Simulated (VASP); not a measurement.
# CdSe (F-43m) in VASP: further runs, part 2 of 2

VASP 6.6.1. Earlier steps stand in the parts before.

### 3 Single point, r2SCAN

Input file POSCAR:

```
CdSe
1.0
    0.0000000000      3.0702711986      3.0702711986
    3.0702711986      0.0000000000      3.0702711986
    3.0702711986      3.0702711986      0.0000000000
Cd Se
1 1
Direct
    0.0000000000      0.0000000000      0.0000000000
    0.2500000000      0.2500000000      0.2500000000
```

Input file INCAR.step1:

```
SYSTEM = CdSe
PREC = Accurate ; ENCUT = 520
ISMEAR = -1 ; SIGMA = 0.03
LREAL = .FALSE. ; LASPH = .TRUE.
NELM = 100 ; NBANDS = 16
GGA = PE ; ALGO = Normal
EDIFF = 1E-4 ; LWAVE = .TRUE.
LCHARG = .FALSE.
```

Input file INCAR.step2:

```
SYSTEM = CdSe
PREC = Accurate ; ENCUT = 520
EDIFF = 1E-7 ; ISMEAR = -1
SIGMA = 0.03 ; LREAL = .FALSE.
LASPH = .TRUE. ; NELM = 100
ALGO = Normal ; ISIF = 2
LWAVE = .FALSE. ; LCHARG = .FALSE.
METAGGA = R2SCAN ; LMIXTAU = .TRUE.
NBANDS = 16 ; ISTART = 1
```

Input file KPOINTS:

```
regular mesh
0
G
  8 8 8
  0 0 0
```

Potentials or basis: VASP PAW PBE potentials, release 64 (Cd, Se).

The run is started by

```console
cat potpaw_PBE.64/Cd/POTCAR potpaw_PBE.64/Se/POTCAR > POTCAR
cp INCAR.step1 INCAR
mpirun -np 1 vasp_std > vasp.out
cp INCAR.step2 INCAR
mpirun -np 1 vasp_std > vasp.out
```

OUTCAR:

```text
SYSTEM = CdSe
   PREC = Accurate
   ENCUT = 520
   EDIFF = 1E-7
   ISMEAR = -1
   LREAL = .FALSE.
   LASPH = .TRUE.
   NELM = 100
   ISIF = 2
   METAGGA = R2SCAN
   ISTART = 1

 ion  position               nearest neighbor table
   1  0.000  0.000  0.000-   2 2.66   2 2.66   2 2.66   2 2.66
   2  0.250  0.250  0.250-   1 2.66   1 2.66   1 2.66   1 2.66

  LATTYP: Found a face centered cubic cell.
 ALAT       =     6.1405423972

  Lattice vectors:

 A1 = (   0.0000000000,   3.0702711986,   3.0702711986)
 A2 = (   3.0702711986,   0.0000000000,   3.0702711986)
 A3 = (   3.0702711986,   3.0702711986,   0.0000000000)

Analysis of symmetry for initial positions (statically):
=====================================================================
 Subroutine PRICEL returns:
 Original cell was already a primitive cell.

 Routine SETGRP: Setting up the symmetry group for a
 face centered cubic supercell.

 Subroutine GETGRP returns: Found 24 space group operations
 (whereof 24 operations were pure point group operations)
 out of a pool of 48 trial point group operations.

The static configuration has the point symmetry T_d .

Analysis of symmetry for dynamics (positions and initial velocities):
=====================================================================
 Subroutine PRICEL returns:
 Original cell was already a primitive cell.

 Routine SETGRP: Setting up the symmetry group for a
 face centered cubic supercell.

 Subroutine GETGRP returns: Found 24 space group operations
 (whereof 24 operations were pure point group operations)
 out of a pool of 48 trial point group operations.

The dynamic configuration has the point symmetry T_d .

 Subroutine INISYM returns: Found 24 space group operations
 (whereof 24 operations are pure point group operations),
 and found     1 'primitive' translations

----------------------------------------------------------------------------------------
[... 111 lines left out ...]
   IMIX   =      4    mixing-type and parameters
     AMIX     =   0.40;   BMIX     =  1.00
     AMIX_MAG =   1.60;   BMIX_MAG =  1.00
  volume/ion in A,a.u.               =      28.94       195.31
  Fermi-wavevector in a.u.,A,eV,Ry     =   1.109121  2.095935 16.737199  1.230149
  Thomas-Fermi vector in A             =   2.245657
   LORBIT       =      0    0 simple, 1 ext, 2 COOP (PROOUT), +10 PAW based schemes
   METAGGA = R2SCAN    functional components
   LHFCALC =     F    Hartree Fock is set to
   AEXX    =    0.0000 exact exchange contribution
   IVDW    =     0    specifies the selected vdW correction
   LEPSILON=     F    determine dielectric tensor
   LRPA    =     F    only Hartree local field effects (RPA)
 non-spin polarized calculation
  energy-cutoff  :      520.00
  volume of cell :       57.88
 maximum number of plane-waves:      1588
   NGX = 17   NGY = 17   NGZ = 17

 number of electron      18.0000008 magnetization

 Free energy of the ion-electron system (eV)
  ---------------------------------------------------
  ext. energy  EPLUGINS =         0.00000000
  ---------------------------------------------------
  free energy    TOTEN  =       -35.91593337 eV

  energy without entropy =      -35.91593337  energy(sigma->0) =      -35.91593337

 E-fermi :   0.9482     XC(G=0):  -9.2915

 val. band max:        0.4194561902   @ k =   0.0000   0.0000   0.0000
 cond. band min:       1.4412346571   @ k =   0.0000   0.0000   0.0000
 fundamental gap:      1.0217784668
 Fermi energy:         0.9481780825

 k-point     1 :       0.0000    0.0000    0.0000
  band No.  band energies     occupation
      1     -12.4384      2.00000
      2      -7.6557      2.00000
      3      -7.6557      2.00000
      4      -7.6557      2.00000
      5      -7.2858      2.00000
      6      -7.2858      2.00000
[... 433 lines left out ...]
      3      -7.5042      2.00000
      4      -7.3033      2.00000
      5      -7.2701      2.00000
      6      -6.9202      2.00000
[... 8 lines left out ...]
     15      12.5939      0.00000
     16      13.5937      0.00000

 [... further k-points ...]

------------------------ aborting loop because EDIFF is reached ----------------------------------------

  FORCE on cell =-STRESS in cart. coord.  units (eV):
  Direction    XX          YY          ZZ          XY          YZ          ZX
  --------------------------------------------------------------------------------------
  -------------------------------------------------------------------------------------
  Total        0.0222493      0.0222493      0.0222493     -0.0000000     -0.0000000     -0.0000000
  in kB        0.6158375      0.6158375      0.6158375     -0.0000000     -0.0000000     -0.0000000
  external PRESSURE =       0.6158375 kB  Pullay stress =       0.0000000 kB

 VOLUME and BASIS-vectors are now :
 -----------------------------------------------------------------------------
  energy-cutoff  :      520.00
  volume of cell :       57.88
      direct lattice vectors                 reciprocal lattice vectors
     0.000000000  3.070271199  3.070271199    -0.162852063  0.162852063  0.162852063
     3.070271199  0.000000000  3.070271199     0.162852063 -0.162852063  0.162852063
     3.070271199  3.070271199  0.000000000     0.162852063  0.162852063 -0.162852063

 POSITION                                       TOTAL-FORCE (eV/Angst)
 -----------------------------------------------------------------------------------
      0.00000      0.00000      0.00000         0.000000      0.000000      0.000000
      1.53514      1.53514      1.53514        -0.000000     -0.000000     -0.000000
 -----------------------------------------------------------------------------------
    total drift:                               -0.000004     -0.000004     -0.000004

  FREE ENERGIE OF THE ION-ELECTRON SYSTEM (eV)
  ---------------------------------------------------
  free  energy   TOTEN  =       -35.9159333690 eV

  energy  without entropy=      -35.9159333686  energy(sigma->0) =      -35.91593337
```

OUTCAR.step1:

```text
SYSTEM = CdSe
   PREC = Accurate
   ENCUT = 520
   ISMEAR = -1
   LREAL = .FALSE.
   LASPH = .TRUE.
[... 677 lines left out ...]
      0.00000      0.00000      0.00000         0.000000      0.000000      0.000000
      1.53514      1.53514      1.53514        -0.000000     -0.000000     -0.000000
 -----------------------------------------------------------------------------------
    total drift:                               -0.000000     -0.000000     -0.000000

  FREE ENERGIE OF THE ION-ELECTRON SYSTEM (eV)
  ---------------------------------------------------
  free  energy   TOTEN  =        -5.4904144355 eV

  energy  without entropy=       -5.4904139495  energy(sigma->0) =       -5.49041419
```

OSZICAR.step1:

```text
N       E                     dE             d eps       ncg     rms          rms(c)
DAV:   1     0.106171403022E+03    0.10617E+03   -0.88171E+03   936   0.101E+03
DAV:   2    -0.171965791104E+01   -0.10789E+03   -0.10240E+03  1152   0.246E+02
DAV:   3    -0.585075267648E+01   -0.41311E+01   -0.41253E+01  1024   0.499E+01
DAV:   4    -0.586967732499E+01   -0.18925E-01   -0.18924E-01  1240   0.334E+00
DAV:   5    -0.586979452736E+01   -0.11720E-03   -0.11720E-03  1064   0.228E-01    0.586E+00
DAV:   6    -0.551056312604E+01    0.35923E+00   -0.54878E-01  1368   0.867E+00    0.468E+00
DAV:   7    -0.548923509617E+01    0.21328E-01   -0.14086E-01  1080   0.248E+00    0.204E+00
DAV:   8    -0.549015133473E+01   -0.91624E-03   -0.13000E-02  1064   0.137E+00    0.245E-01
DAV:   9    -0.549034677901E+01   -0.19544E-03   -0.13945E-03  1112   0.473E-01    0.464E-02
DAV:  10    -0.549041443546E+01   -0.67656E-04   -0.14991E-04  1000   0.154E-01
   1 F= -.54904144E+01 E0= -.54904142E+01  d E =-.485915E-06
```

It took 52 s on 1 thread of Intel Xeon Platinum 8488C (Sapphire Rapids), shared host; peak memory 0.2 GiB.

What came out:

* Free energy: -35.9159 eV
* Pressure: 0.1 GPa
* Band gap on the k mesh: 1.02 eV, direct

Levels at points of the mesh, in eV from the valence-band top:
| k point | band 5 | band 6 | band 7 | band 8 | band 9 | band 10 | band 11 | band 12 | band 13 | band 14 |
| --- | --- | --- | --- | --- | --- | --- | --- | --- | --- | --- |
| (0.00, 0.00, 0.00) | -7.71 | -7.71 | 0.00 | 0.00 | 0.00 | 1.02 | 6.47 | 6.47 | 6.47 | 10.19 |
| (0.50, 0.00, 0.00) | -7.68 | -7.42 | -4.26 | -0.72 | -0.72 | 2.82 | 6.92 | 6.92 | 7.73 | 10.49 |
| (0.50, 0.50, 0.00) | -7.65 | -7.36 | -3.95 | -1.79 | -1.79 | 3.51 | 4.13 | 9.55 | 10.79 | 10.79 |

Caveat: the PAW data sets were made with another functional, which shifts forces and pressure a little.

### 4 Single point, LDA

Input file INCAR:

```
SYSTEM = CdSe
PREC = Accurate
ENCUT = 520
EDIFF = 1E-6
ISMEAR = -1
SIGMA = 0.03
LREAL = .FALSE.
LASPH = .TRUE.
NELM = 100
ALGO = Fast
ISIF = 2
LWAVE = .FALSE.
LCHARG = .TRUE.
LELF = .TRUE.
LVHAR = .TRUE.
NBANDS = 16
```

KPOINTS is that of step 3.

POSCAR is that of step 3.

Potentials or basis: VASP PAW LDA potentials, release 64 (Cd, Se).

The run is started by

```console
cat potpaw_LDA.64/Cd/POTCAR potpaw_LDA.64/Se/POTCAR > POTCAR
mpirun -np 1 vasp_std > vasp.out
```

OUTCAR:

```text
SYSTEM = CdSe
   PREC = Accurate
   ENCUT = 520
   EDIFF = 1E-6
   ISMEAR = -1
   LREAL = .FALSE.
   LASPH = .TRUE.
   NELM = 100
   ISIF = 2

 ion  position               nearest neighbor table
   1  0.000  0.000  0.000-   2 2.66   2 2.66   2 2.66   2 2.66
   2  0.250  0.250  0.250-   1 2.66   1 2.66   1 2.66   1 2.66

  LATTYP: Found a face centered cubic cell.
 ALAT       =     6.1405423972

  Lattice vectors:

 A1 = (   0.0000000000,   3.0702711986,   3.0702711986)
 A2 = (   3.0702711986,   0.0000000000,   3.0702711986)
 A3 = (   3.0702711986,   3.0702711986,   0.0000000000)

Analysis of symmetry for initial positions (statically):
=====================================================================
 Subroutine PRICEL returns:
 Original cell was already a primitive cell.

 Routine SETGRP: Setting up the symmetry group for a
 face centered cubic supercell.

 Subroutine GETGRP returns: Found 24 space group operations
 (whereof 24 operations were pure point group operations)
 out of a pool of 48 trial point group operations.

The static configuration has the point symmetry T_d .

[... 155 lines left out ...]
  ext. energy  EPLUGINS =         0.00000000
  ---------------------------------------------------
  free energy    TOTEN  =        -6.73158715 eV

  energy without entropy =       -6.73157057  energy(sigma->0) =       -6.73157886

 E-fermi :   0.7525     XC(G=0):  -9.1651

 val. band max:        0.5819718290   @ k =   0.0000   0.0000   0.0000
 cond. band min:       0.8867538778   @ k =   0.0000   0.0000   0.0000
 fundamental gap:      0.3047820488
 Fermi energy:         0.7524770442

 k-point     1 :       0.0000    0.0000    0.0000
  band No.  band energies     occupation
      1     -11.9079      2.00000
      2      -7.2736      2.00000
      3      -7.2736      2.00000
      4      -7.2736      2.00000
      5      -6.9242      2.00000
      6      -6.9242      2.00000
[... 433 lines left out ...]
      3      -7.1290      2.00000
      4      -6.9432      2.00000
      5      -6.9091      2.00000
      6      -6.5720      2.00000
[... 8 lines left out ...]
     15      12.0150      0.00000
     16      12.9750      0.00000

 [... further k-points ...]
[... 5 lines left out ...]
  --------------------------------------------------------------------------------------
  -------------------------------------------------------------------------------------
  Total       -1.0420929     -1.0420929     -1.0420929      0.0000000      0.0000000     -0.0000000
  in kB      -28.8440889    -28.8440889    -28.8440889      0.0000000      0.0000000     -0.0000000
  external PRESSURE =     -28.8440889 kB  Pullay stress =       0.0000000 kB

 VOLUME and BASIS-vectors are now :
 -----------------------------------------------------------------------------
  energy-cutoff  :      520.00
  volume of cell :       57.88
      direct lattice vectors                 reciprocal lattice vectors
     0.000000000  3.070271199  3.070271199    -0.162852063  0.162852063  0.162852063
     3.070271199  0.000000000  3.070271199     0.162852063 -0.162852063  0.162852063
     3.070271199  3.070271199  0.000000000     0.162852063  0.162852063 -0.162852063

 POSITION                                       TOTAL-FORCE (eV/Angst)
 -----------------------------------------------------------------------------------
      0.00000      0.00000      0.00000        -0.000000      0.000000     -0.000000
      1.53514      1.53514      1.53514         0.000000     -0.000000      0.000000
 -----------------------------------------------------------------------------------
    total drift:                               -0.000000     -0.000000     -0.000000

  FREE ENERGIE OF THE ION-ELECTRON SYSTEM (eV)
  ---------------------------------------------------
  free  energy   TOTEN  =        -6.7315871527 eV

  energy  without entropy=       -6.7315705711  energy(sigma->0) =       -6.73157886
```

stdout:

```text
POSCAR found type information on POSCAR CdSe
 POSCAR found :  2 types and       2 ions
 scaLAPACK will be used
 LDA part: xc-table for (Slater(with rela. corr.)+CA(PZ))
 , standard interpolation
 POSCAR, INCAR and KPOINTS ok, starting setup
 FFT: planning ... GRIDC
 FFT: planning ... GRID_SOFT
 FFT: planning ... GRID
 WAVECAR not read
 entering main loop
```

Run time: 10 s. Hardware: 1 thread of Intel Xeon Platinum 8488C (Sapphire Rapids), shared host; peak memory 0.16 GiB.

What came out:

| Property | Result |
| --- | --- |
| Free energy | -6.7316 eV |
| Pressure | -2.9 GPa |
| Band gap on the k mesh | 0.30 eV, direct |

### 5 The runs side by side

```csv
level,potentials or basis,gap on the mesh (eV),pressure (GPa)
PBEsol,"VASP PAW PBE potentials, release 64 (Cd, Se)",0.43,-1.1
r2SCAN,"VASP PAW PBE potentials, release 64 (Cd, Se)",1.02,0.1
LDA,"VASP PAW LDA potentials, release 64 (Cd, Se)",0.30,-2.9
```

Alike in all rows: task single point; no spin polarisation; cell as given; k mesh 8 × 8 × 8; cutoff (eV) 520; smearing fermi-dirac 0.03 eV.

Caveats: the PAW data sets were made with another functional, which shifts forces and pressure a little (some runs).

Absolute energies hang on the potentials; compare differences alone.
